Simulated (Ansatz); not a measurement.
# GaSb: the cost of one run

Method: DFT PBEsol, scalar-relativistic, plane waves, PAW, in Ansatz 0.2.0.

The COD entry's cell or inner coordinates are ideal or old and differ from later refinements, so a difference from it is no clean test against experiment.

## 1. The starting structure

It takes space group F-43m (No. 216, cubic). The conventional cell has a = 6.112 Å, b = 6.112 Å, c = 6.112 Å, α = 90.00°, β = 90.00°, γ = 90.00°. Ga (site symmetry -43m) has 4 Sb at 2.65 Å as nearest neighbours. Sb (site symmetry -43m) has 4 Ga at 2.65 Å as nearest neighbours.

Structure file:

```
Ga Sb
1.0
     0.00000    3.05577    3.05577
     3.05577    0.00000    3.05577
     3.05577    3.05577    0.00000
Ga Sb
1 1
Cartesian
  0.0000 0.0000 0.0000
  4.5836 4.5836 4.5836
```

An earlier run at PBEsol left this cell at 28.534 Å³/atom and -0.01 GPa (10×10×10 mesh).

Volume factors to run: 0.980, 1.020, 0.960, 1.040.

## 2. At 0.980 of the relaxed volume

Input file input.yaml:

```yaml
crystal:
  lattice:
    - [0.0, 3.0352566169, 3.0352566169]
    - [3.0352566169, 0.0, 3.0352566169]
    - [3.0352566169, 3.0352566169, 0.0]
  atoms:
    - { symbol: Ga, position: [0.0, 0.0, 0.0] }
    - { symbol: Sb, position: [0.75, 0.75, 0.75] }
basis:
  ecutwfc: 420
  ecutrho_ratio: 4
kpoints:
  mp_grid: { grid: [10, 10, 10] }
hamiltonian:
  xc: pbesol
scf:
  occupations: { method: gaussian, width: 0.05 }
output:
  forces: true
  stress: true
  eigenvalues: true
```

**Question.** How long does this run take on 4 threads of an Arm CPU, shared host, and how much memory does it need?

About 1.9 s, with a peak of 0.39 GiB.
